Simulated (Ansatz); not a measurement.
Mg under changes of volume

One of the cells (23.237 Å³/atom); the others are scaled copies at fixed shape and fractional positions:

```
CELL_PARAMETERS angstrom
3.20930 0.00000 0.00000
-1.60465 2.77934 0.00000
0.00000 0.00000 5.21030
ATOMIC_POSITIONS crystal
Mg 0.66667 0.33333 0.75000
Mg 0.33333 0.66667 0.25000
```

```yaml
Program: Ansatz 0.2.0
Functional: PBE
Potentials_or_basis: PseudoDojo standard (PBE files)
Cutoff: 1143 eV
Density_cutoff: 4572 eV
k_mesh: 10 × 10 × 5
Occupations: fermi-dirac, width 0.05 eV
Spin: no spin polarisation
```

```csv
volume (Å³/atom),energy over the lowest point (meV/atom),pressure (GPa)
21.843,?,?
22.308,2.13,1.2
22.772,0.00,0.4
23.237,0.04,-0.3
23.702,2.03,-1.0
24.167,5.78,-1.6
24.631,11.12,-2.1
```

Question: What does the run at 21.843 Å³/atom give?

Answer: Energy over the lowest point 6.68 meV/atom; pressure 2.0 GPa.

Worked out: A Birch-Murnaghan fit of order 3 (a polynomial in V^(-2/3)) to the other rows has its minimum at 23.00 Å³/atom with B0 = V·E''(V) = 35 GPa and B' = 4.1 at fixed shape and positions, which overstates the stiffness. It gives 6.66 meV/atom at 21.843 Å³/atom, against the run's 6.68, and -dE/dV = 2.0 GPa, against 2.0.

Energies are extrapolated to zero smearing.
